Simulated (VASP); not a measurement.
Write the native input for VASP 6.6.1 that does the following.

```yaml
Task: relaxation of cell and atoms
Functional: PBEsol
Potentials_or_basis: VASP PAW PBE potentials, release 64 (Ta_pv, C_s)
Cutoff: 480 eV
k_mesh: 16 × 16 × 16
Occupations: gaussian, width 0.1 eV
Spin: no spin polarisation
Further_INCAR_settings: ALGO = Fast; EDIFF = 1e-07; IBRION = 2; EDIFFG = -0.005; NSW = 90; ISIF = 3
```

The structure of TaC lies in POSCAR:

```
TaC
1.0
    0.0000000000      2.2338976900      2.2338976900
    2.2338976900      0.0000000000      2.2338976900
    2.2338976900      2.2338976900      0.0000000000
Ta C
1 1
Direct
    0.0000000000      0.0000000000      0.0000000000
    0.5000000000      0.5000000000      0.5000000000
```

The cell is a database's computed one.

These files were run (other wordings do the same):

INCAR

```
ALGO     = Fast           # electronic algorithm
EDIFF    = 1E-7           # SCF threshold, eV
EDIFFG   = -0.005         # ionic threshold
ENCUT    = 480            # plane-wave cutoff, eV
GGA      = PS             # functional
IBRION   = 2              # ionic algorithm
ISIF     = 3              # what is computed and relaxed
ISMEAR   = 0              # smearing method
LASPH    = T              # aspherical terms in the spheres
LCHARG   = F              # write CHGCAR
LREAL    = F              # projectors in reciprocal space
LWAVE    = F              # write WAVECAR
NELM     = 60             # most SCF steps
NSW      = 90             # ionic steps
PREC     = Accurate       # precision mode
SIGMA    = 0.1            # smearing width, eV
```

KPOINTS

```
k-points
0
Gamma
  16 16 16
```

Potentials or basis: VASP PAW PBE potentials, release 64 (Ta_pv, C_s).

Run with:

```console
$ cat potpaw_PBE.64/Ta_pv/POTCAR potpaw_PBE.64/C_s/POTCAR > POTCAR
$ mpirun -np 1 vasp_std > vasp.out
```

Results of the run:

```yaml
Relaxed_volume: 10.96 Å³/atom
Relaxed_cell: a = 3.142 Å, b = 3.142 Å, c = 3.142 Å, α = 60.00°, β = 60.00°, γ = 60.00°
Space_group_after_relaxing_to_0.05_Å: Fm-3m (No. 225)
Energy_gained_by_relaxing: 3.3 meV/atom
Ionic_steps: 4
Pressure_after_relaxing: 0.0 GPa
Band_gap_on_the_k_mesh: none (metal or under the smearing width)
```

Caveat: the PAW data sets were made with another functional, which shifts forces and pressure a little.

Wall time 70 s on 1 thread of AMD EPYC 9R45 96-Core Processor (Zen 5), on a shared host, peak memory 0.15 GiB.
